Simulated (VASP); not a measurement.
# Ho (Im-3m) in VASP: further runs

The runs below take Ho through single point, with LDA.

Program: VASP 6.6.1. These are calculated values, not measurements. Logs are shortened: lines on timing, memory, paths and dates and some standing lists are left out, and cuts for length are marked.

**1. The crystal as given**

It takes space group Im-3m (No. 229, cubic). The conventional cell has a = 3.981 Å, b = 3.981 Å, c = 3.981 Å, α = 90.00°, β = 90.00°, γ = 90.00°. Ho (site symmetry m-3m) is surrounded by 8 Ho at 3.45 Å.

This isn't the form of Ho at room conditions, which is hcp.

**2. Single point, LDA, collinear spin, ferromagnetic start**

INCAR

```
PREC = Accurate
ENCUT = 460
EDIFF = 1E-6
ISMEAR = 1
SIGMA = 0.15
LREAL = F
LASPH = T
NELM = 100
ALGO = Normal
ISIF = 2
LWAVE = F
LCHARG = F
ISPIN = 2
MAGMOM = 4
LORBIT = 11
LMAXMIX = 6
GGA = CA
NBANDS = 20
ADDGRID = F
```

KPOINTS

```
Automatic mesh
0
Gamma
  4 4 4
```

POSCAR

```
Ho
1.0
   -1.9905175072      1.9905175072      1.9905175072
    1.9905175072     -1.9905175072      1.9905175072
    1.9905175072      1.9905175072     -1.9905175072
Ho
1
Direct
    0.0000000000      0.0000000000      0.0000000000
```

Potentials or basis: VASP PAW PBE potentials, release 64 (Ho).

Launch:

```bash
$ cat potpaw_PBE.64/Ho/POTCAR > POTCAR
$ mpirun -np 1 vasp_std > vasp.out
```

OUTCAR:

```text
PREC = Accurate
   ENCUT = 460
   EDIFF = 1E-6
   ISMEAR = 1
   LREAL = F
   LASPH = T
   NELM = 100
   ISIF = 2
   ISPIN = 2
   LORBIT = 11
   GGA = CA

 Found      8 irreducible k-points:

 Following reciprocal coordinates:
            Coordinates               Weight
  0.000000  0.000000  0.000000      1.000000
  0.250000  0.000000  0.000000     12.000000
  0.500000  0.000000  0.000000      6.000000
  0.250000  0.250000  0.000000     24.000000
  0.250000  0.250000  0.250000      2.000000
 -0.250000  0.250000  0.250000      6.000000
   k-points           NKPTS =      8   k-points in BZ     NKDIM =      8   number of bands    NBANDS=     20
   number of dos      NEDOS =    301   number of ions     NIONS =      1
   total plane-waves  NPLWV =  13824
   dimension x,y,z NGX =    24 NGY =   24 NGZ =   24
   dimension x,y,z NGXF=    48 NGYF=   48 NGZF=   48
   ions per type =               1
   NGX,Y,Z   is equivalent  to a cutoff of  11.57, 11.57, 11.57 a.u.
   NGXF,Y,Z  is equivalent  to a cutoff of  23.15, 23.15, 23.15 a.u.
 SYSTEM =  unknown system
   PREC   = accura    normal or accurate (medium, high low for compatibility)
   ISTART =      0    job   : 0-new  1-cont  2-samecut
   ICHARG =      2    charge: 1-file 2-atom 10-const
   ISPIN  =      2    spin polarized calculation?
   LNONCOLLINEAR =      F non collinear calculations
   LSORBIT =      F    spin-orbit coupling
   LASPH  =      T    aspherical Exc in radial PAW
   ENCUT  =  460.0 eV  33.81 Ry    5.81 a.u.   6.03  6.03  6.03*2*pi/ulx,y,z
   NELM   =    100;   NELMIN=  2; NELMDL= -5     # of ELM steps
   EDIFF  = 0.1E-05   stopping-criterion for ELM
   LREAL  =      F    real-space projection
   EDIFFG = 0.1E-04   stopping-criterion for IOM
   NSW    =      0    number of steps for IOM
   IBRION =     -1    ionic relax: 0-MD 1-quasi-New 2-CG
   NFREE  =      0    steps in history (QN), initial steepest desc. (CG)
   ISIF   =      2    stress and relaxation
   ISYM   =      2    0-nonsym 1-usesym 2-fastsym
   POTIM  = 0.5000    time-step for ionic-motion
   TEBEG  =    0.0;   TEEND  =   0.0 temperature during run
   PSTRESS=    0.0 pullay stress
   NELECT =      21.0000    total number of electrons
   NUPDOWN=      -1.0000    fix difference up-down
   EMIN   =  10.00;   EMAX   =-10.00  energy-range for DOS
   EFERMI =   0.00;   METHOD = LEGACY
   ISMEAR =     1;   SIGMA  =   0.15  broadening in eV -4-tet -1-fermi 0-gaus
   EFERMI_NEDOS =   21; number of points for ismear=-14 and -15
   IALGO  =     38    algorithm
   IMIX   =      4    mixing-type and parameters
     AMIX     =   0.40;   BMIX     =  1.00
     AMIX_MAG =   1.60;   BMIX_MAG =  1.00
  volume/ion in A,a.u.               =      31.55       212.89
  Fermi-wavevector in a.u.,A,eV,Ry     =   1.429427  2.701225 27.800255  2.043261
  Thomas-Fermi vector in A             =   2.549382
   LORBIT       =     11    0 simple, 1 ext, 2 COOP (PROOUT), +10 PAW based schemes
   GGA     = CA    functional components
   LHFCALC =     F    Hartree Fock is set to
   AEXX    =    0.0000 exact exchange contribution
   IVDW    =     0    specifies the selected vdW correction
   LEPSILON=     F    determine dielectric tensor
   LRPA    =     F    only Hartree local field effects (RPA)
 spin polarized calculation
 Methfessel and Paxton  Order N= 1 SIGMA  =   0.15
  energy-cutoff  :      460.00
  volume of cell :       31.55
 maximum number of plane-waves:       716
   NGX = 13   NGY = 13   NGZ = 13

 number of electron      21.0000028 magnetization       3.3257301

 Free energy of the ion-electron system (eV)
  ---------------------------------------------------
  ext. energy  EPLUGINS =         0.00000000
  ---------------------------------------------------
  free energy    TOTEN  =        -6.38668592 eV

  energy without entropy =       -6.37081940  energy(sigma->0) =       -6.38139708

 E-fermi :   2.4021     XC(G=0): -10.3932

 val. band max:        2.3991152313   @ k =   0.5000   0.5000   0.2500
 cond. band min:       2.4205998540   @ k =   0.5000   0.0000   0.0000
 fundamental gap:      0.0214846227
 Fermi energy:         2.4020776748

 spin component 1

 k-point     1 :       0.0000    0.0000    0.0000
  band No.  band energies     occupation
      1     -45.4973      1.00000
      2     -20.3619      1.00000
      3     -20.3619      1.00000
      4     -20.3619      1.00000
      5      -2.8226      1.00000
      6      -0.3435      1.00000
      7      -0.2114      1.00000
      8      -0.2114      1.00000
      9      -0.2114      1.00000
     10       0.0874      1.00000
     11       0.0874      1.00000
     12       0.0874      1.00000
     13       4.5454     -0.00000
     14       4.5454     -0.00000
     15       4.5454     -0.00000
     16       6.7616      0.00000
     17       6.7616      0.00000
     18      13.6141      0.00000
     19      13.6141      0.00000
     20      13.6141      0.00000

 k-point     2 :       0.2500    0.0000    0.0000
  band No.  band energies     occupation
      1     -45.4698      1.00000
      2     -20.7100      1.00000
      3     -20.4718      1.00000
      4     -20.3639      1.00000
      5      -1.2207      1.00000
      6      -0.4126      1.00000
      7      -0.2578      1.00000
      8      -0.2385      1.00000
      9      -0.2185      1.00000
     10       0.1154      1.00000
     11       0.1237      1.00000
     12       0.1420      1.00000
     13       3.5809     -0.00000
     14       3.6440     -0.00000
     15       6.3658      0.00000
     16       6.3854      0.00000
     17       6.9173      0.00000
     18      13.7236      0.00000
     19      14.6302      0.00000
     20      16.5617      0.00000

 k-point     3 :       0.5000    0.0000    0.0000
  band No.  band energies     occupation
      1     -45.4421      1.00000
      2     -21.0334      1.00000
      3     -20.5786      1.00000
      4     -20.3659      1.00000
      5      -0.4638      1.00000
      6      -0.3004      1.00000
      7      -0.2704      1.00000
      8      -0.2180      1.00000
      9       0.1532      1.00000
     10       0.2128      1.00000
     11       0.2155      1.00000
     12       0.2767      1.00000
     13       2.8237     -0.00026
     14       3.6425     -0.00000
     15       6.6256      0.00000
     16       7.5416      0.00000
     17       9.6836      0.00000
     18      11.2956      0.00000
     19      11.3693      0.00000
     20      14.1813      0.00000

 k-point     4 :       0.2500    0.2500    0.0000
  band No.  band energies     occupation
      1     -45.4421      1.00000
      2     -20.9122      1.00000
      3     -20.6448      1.00000
      4     -20.4328      1.00000
      5      -0.4774      1.00000
      6      -0.2877      1.00000
      7      -0.2664      1.00000
      8      -0.2635      1.00000
      9       0.1531      1.00000
     10       0.1946      1.00000
     11       0.2114      1.00000
     12       0.9634      1.00000
     13       2.5578     -0.02865
     14       3.1074     -0.00000
     15       6.5257      0.00000
     16       7.3382      0.00000
     17       9.4538      0.00000
     18      10.8656      0.00000
     19      13.7549      0.00000
     20      14.0883      0.00000

 k-point     5 :       0.2500    0.2500    0.2500
  band No.  band energies     occupation
      1     -45.4386      1.00000
      2     -20.6981      1.00000
      3     -20.6981      1.00000
      4     -20.6981      1.00000
      5      -0.4820      1.00000
      6      -0.2711      1.00000
      7      -0.2711      1.00000
      8      -0.2711      1.00000
      9       0.2093      1.00000
     10       0.2093      1.00000
     11       0.2093      1.00000
     12       2.5265      0.00278
     13       2.5265      0.00278
     14       2.5265      0.00278
     15       7.3847      0.00000
     16       7.6832      0.00000
     17       7.6832      0.00000
     18      12.3426      0.00000
     19      12.3426      0.00000
     20      12.3426      0.00000

 k-point     6 :      -0.2500    0.2500    0.2500
  band No.  band energies     occupation
      1     -45.4457      1.00000
      2     -20.7231      1.00000
      3     -20.5907      1.00000
      4     -20.5907      1.00000
      5      -0.4641      1.00000
      6      -0.3074      1.00000
      7      -0.2572      1.00000
      8      -0.2572      1.00000
      9       0.0975      1.00000
     10       0.1539      1.00000
     11       0.1905      1.00000
     12       0.1905      1.00000
     13       3.1595     -0.00000
     14       4.7003     -0.00000
     15       4.7003     -0.00000
     16       6.3502      0.00000
     17       7.3056      0.00000
     18      12.9724      0.00000
     19      16.4604      0.00000
     20      16.4604      0.00000

 [... further k-points ...]

 spin component 2

 k-point     1 :       0.0000    0.0000    0.0000
  band No.  band energies     occupation
      1     -44.1464      1.00000
      2     -19.3762      1.00000
      3     -19.3762      1.00000
      4     -19.3762      1.00000
      5      -2.7613      1.00000
      6       2.0286      1.00121
      7       2.0287      1.00121
      8       2.0287      1.00121
      9       2.5371     -0.01138
     10       2.5371     -0.01144
     11       2.5371     -0.01144
     12       2.7510     -0.00243
     13       4.8022     -0.00000
     14       4.8022     -0.00000
     15       4.8022     -0.00000
     16       7.0760      0.00000
     17       7.0760      0.00000
     18      13.6705      0.00000
     19      13.6705      0.00000
     20      13.6705      0.00000

 k-point     2 :       0.2500    0.0000    0.0000
  band No.  band energies     occupation
      1     -44.1154      1.00000
      2     -19.7652      1.00000
      3     -19.4972      1.00000
      4     -19.3789      1.00000
      5      -1.1275      1.00000
      6       2.0111      1.00071
      7       2.0528      1.00241
      8       2.0850      1.00544
      9       2.4625      0.18800
     10       2.4928      0.07797
     11       2.5005      0.05628
     12       2.6581     -0.01826
     13       3.8223     -0.00000
     14       3.9221     -0.00000
     15       6.7042      0.00000
     16       6.7218      0.00000
     17       7.2503      0.00000
     18      13.8888      0.00000
     19      14.9446      0.00000
     20      16.6535      0.00000

 k-point     3 :       0.5000    0.0000    0.0000
  band No.  band energies     occupation
      1     -44.0842      1.00000
      2     -20.1232      1.00000
      3     -19.6145      1.00000
      4     -19.3815      1.00000
      5       0.3692      1.00000
      6       2.0784      1.00464
      7       2.1426      1.01725
      8       2.2168      1.03544
      9       2.4206      0.39638
     10       2.4584      0.20549
     11       2.4767      0.13119
     12       2.6359     -0.02497
     13       3.0010     -0.00000
     14       3.8562     -0.00000
     15       6.9456      0.00000
     16       7.9223      0.00000
     17      10.1585      0.00000
     18      11.4185      0.00000
     19      11.8057      0.00000
     20      14.4430      0.00000

 k-point     4 :       0.2500    0.2500    0.0000
  band No.  band energies     occupation
      1     -44.0843      1.00000
      2     -19.9886      1.00000
      3     -19.6905      1.00000
      4     -19.4551      1.00000
      5       1.0029      1.00000
      6       2.0031      1.00055
      7       2.1261      1.01294
      8       2.1833      1.02944
      9       2.4265      0.36441
     10       2.4655      0.17524
     11       2.4981      0.06290
     12       2.5582     -0.02883
     13       2.8509     -0.00010
     14       3.3714     -0.00000
     15       6.8603      0.00000
     16       7.7014      0.00000
     17       9.8248      0.00000
     18      11.2567      0.00000
     19      14.1129      0.00000
     20      14.2638      0.00000

 k-point     5 :       0.2500    0.2500    0.2500
  band No.  band energies     occupation
      1     -44.0802      1.00000
      2     -19.7516      1.00000
      3     -19.7516      1.00000
      4     -19.7516      1.00000
      5       2.2073      1.03470
      6       2.2073      1.03470
      7       2.2073      1.03470
      8       2.3731      0.66012
      9       2.3731      0.65992
     10       2.3731      0.65991
     11       2.4976      0.06417
     12       2.7574     -0.00204
     13       2.7575     -0.00204
     14       2.7575     -0.00204
     15       7.6843      0.00000
     16       8.0793      0.00000
     17       8.0793      0.00000
     18      12.7083      0.00000
     19      12.7083      0.00000
     20      12.7083      0.00000

 k-point     6 :      -0.2500    0.2500    0.2500
  band No.  band energies     occupation
      1     -44.0884      1.00000
      2     -19.7808      1.00000
      3     -19.6286      1.00000
      4     -19.6286      1.00000
      5       0.2535      1.00000
      6       1.8761      1.00000
      7       2.1550      1.02091
      8       2.1551      1.02092
      9       2.3955      0.53695
     10       2.4470      0.25883
     11       2.4470      0.25863
     12       2.5372     -0.01159
     13       3.5205     -0.00000
     14       4.9971     -0.00000
     15       4.9971     -0.00000
     16       6.7210      0.00000
     17       7.6596      0.00000
     18      13.1630      0.00000
     19      16.8278      0.00000
     20      16.8278      0.00000

 [... further k-points ...]

------------------------ aborting loop because EDIFF is reached ----------------------------------------

  FORCE on cell =-STRESS in cart. coord.  units (eV):
  Direction    XX          YY          ZZ          XY          YZ          ZX
  --------------------------------------------------------------------------------------
  -------------------------------------------------------------------------------------
  Total       -0.5034627     -0.5034627     -0.5034627      0.0000000      0.0000000      0.0000000
  in kB      -25.5693613    -25.5693613    -25.5693613      0.0000000      0.0000000      0.0000000
  external PRESSURE =     -25.5693613 kB  Pullay stress =       0.0000000 kB

 VOLUME and BASIS-vectors are now :
 -----------------------------------------------------------------------------
  energy-cutoff  :      460.00
  volume of cell :       31.55
      direct lattice vectors                 reciprocal lattice vectors
    -1.990517507  1.990517507  1.990517507     0.000000000  0.251190958  0.251190958
     1.990517507 -1.990517507  1.990517507     0.251190958  0.000000000  0.251190958
     1.990517507  1.990517507 -1.990517507     0.251190958  0.251190958  0.000000000

 POSITION                                       TOTAL-FORCE (eV/Angst)
 -----------------------------------------------------------------------------------
      0.00000      0.00000      0.00000         0.000000      0.000000      0.000000
 -----------------------------------------------------------------------------------
    total drift:                               -0.000000      0.000000      0.000000

  FREE ENERGIE OF THE ION-ELECTRON SYSTEM (eV)
  ---------------------------------------------------
  free  energy   TOTEN  =        -6.3866859218 eV

  energy  without entropy=       -6.3708193957  energy(sigma->0) =       -6.38139708

 total charge

# of ion       s       p       d       f       tot
--------------------------------------------------
    1        2.126   5.692   0.382  10.375  18.574

 magnetization (x)

# of ion       s       p       d       f       tot
--------------------------------------------------
    1        0.004  -0.026  -0.015   3.391   3.353
```

It took 46 s on 1 thread of Intel Xeon Platinum 8375C at 2.90GHz (Ice Lake), shared host; peak memory 0.14 GiB.

These settings aren't checked as converged: the numbers below hold their error.

Results:

```yaml
Free_energy: -6.3867 eV
Pressure: -2.6 GPa
Band_gap_on_the_k_mesh: none (metal or under the smearing width)
Net_moment: 3.33 μB per cell
Site_moments: Ho +3.35 μB
Valence_electrons_inside_the_program's_atomic_spheres: Ho 18.57
```

Caveat: the k mesh is coarse (spacing up to 0.56 Å⁻¹), so the values aren't converged; the magnetic or orbital state may not be the lowest; the PAW data sets were made with another functional, which shifts forces and pressure a little; spin-orbit coupling is left out, which moves the levels of the heavy elements.

**3. Single point, LDA, collinear spin, ferromagnetic start**

Changes to INCAR since step 2:

```diff
@@ -1,3 +1,3 @@
 PREC = Accurate
-ENCUT = 460
+ENCUT = 520
 EDIFF = 1E-6
```

KPOINTS is that of step 2.

POSCAR is that of step 2.

Potentials or basis: VASP PAW PBE potentials, release 64 (Ho).

Launch:

```bash
$ cat potpaw_PBE.64/Ho/POTCAR > POTCAR
$ mpirun -np 1 vasp_std > vasp.out
```

It took 37 s on 1 thread of Intel Xeon Platinum 8375C at 2.90GHz (Ice Lake), shared host; peak memory 0.16 GiB.

These settings aren't checked as converged: the numbers below hold their error.

What came out:

- Free energy: -6.3901 eV
- Pressure: -4.8 GPa
- Band gap on the k mesh: none (metal or under the smearing width)
- Net moment: 3.33 μB per cell
- Site moments: Ho +3.35 μB
- Valence electrons inside the program's atomic spheres: Ho 18.57

Caveat: the k mesh is coarse (spacing up to 0.56 Å⁻¹), so the values aren't converged; the magnetic or orbital state may not be the lowest; the PAW data sets were made with another functional, which shifts forces and pressure a little; spin-orbit coupling is left out, which moves the levels of the heavy elements.

**4. Single point, LDA, collinear spin, ferromagnetic start**

Changes to INCAR since step 3:

```diff
@@ -1,3 +1,3 @@
 PREC = Accurate
-ENCUT = 520
+ENCUT = 340
 EDIFF = 1E-6
```

KPOINTS

```
Automatic mesh
0
Gamma
  5 5 5
```

POSCAR is that of step 3.

Launch:

```bash
$ cat potpaw_PBE.64/Ho/POTCAR > POTCAR
$ mpirun -np 1 vasp_std > vasp.out
```

Run time: 49 s. Hardware: 1 thread of Intel Xeon Platinum 8375C at 2.90GHz (Ice Lake), shared host; peak memory 0.13 GiB.

The run converged, but a check on its numbers failed (symmetry, net force, bounds or a known fault of this set-up), so they aren't taken as properties of the crystal.

Caveat: the k mesh is coarse (spacing up to 0.45 Å⁻¹), so the values aren't converged; the cutoff lies under the usual one of these potentials, so the numbers hold a large basis-set error; the magnetic or orbital state may not be the lowest; the PAW data sets were made with another functional, which shifts forces and pressure a little; spin-orbit coupling is left out, which moves the levels of the heavy elements.

(Continued in part 2 of 2.)
